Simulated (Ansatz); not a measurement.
**¹⁴N nuclear quadrupole resonance in TaN**

Cell: an entry of the Crystallography Open Database (COD) whose atoms were relaxed with PBE, the cell held.

```cif
data_structure
_symmetry_space_group_name_H-M 'P 1'
_symmetry_Int_Tables_number 1
_cell_length_a 5.1850
_cell_length_b 5.1850
_cell_length_c 2.9080
_cell_angle_alpha 90.000
_cell_angle_beta 90.000
_cell_angle_gamma 120.000
_cell_volume 67.71
loop_
_atom_site_label
_atom_site_type_symbol
_atom_site_fract_x
_atom_site_fract_y
_atom_site_fract_z
_atom_site_occupancy
Ta1 Ta 0.00000 0.00000 0.00000 1
Ta2 Ta 0.33333 0.66667 0.50000 1
Ta3 Ta 0.66667 0.33333 0.50000 1
N4 N 0.50000 0.00000 0.00000 1
N5 N 0.50000 0.50000 0.00000 1
N6 N 0.00000 0.50000 0.00000 1
```

Sites (sets of like atoms) are named by element and the number of their first atom in this list.

Level of theory: DFT, r2SCAN, plane waves and PAW, scalar-relativistic, collinear spin, 500 eV cutoff, Γ-centred 10×10×16 k-points, Fermi–Dirac smearing 0.05 eV (Ansatz 0.2.0). Start moments as typed (μB): 2 on each Ta, none on the rest.

¹⁴N: I = 1, Q = 20.44 mb (year-2017 value). Static lattice, zero field.

Problem. The simulated lines lie at 0.625, 0.780, 1.40 MHz. What are |C_Q|, η and |V_zz| at N?

Solution. For I = 1 the lines are ν± = (3/4)|C_Q|(1 ± η/3) and ν₀ = |C_Q|η/2. Here |C_Q| = 1.46 MHz, η = 0.86 and |V_zz| = 2.95 × 10²¹ V/m². The calculation gives V_zz positive; the lines don't show the sign. The site has 4 Ta at 2.09 Å; also 2 Ta at 2.59 Å.

At this cell the r2SCAN pressure is 6 GPa, so with r2SCAN the cell would grow if it were relaxed. The program didn't check the stability of this electronic state in full, so a lower one may lie near. With no gap above 0.1 eV, as in a metal, the gradients converge slowly in k; expect changes of a tenth or more on a denser mesh. Without spin–orbit coupling the gradients at and beside Ta can be off by some per cent, at some sites by more. The start moments die out, and the run ends without spin.
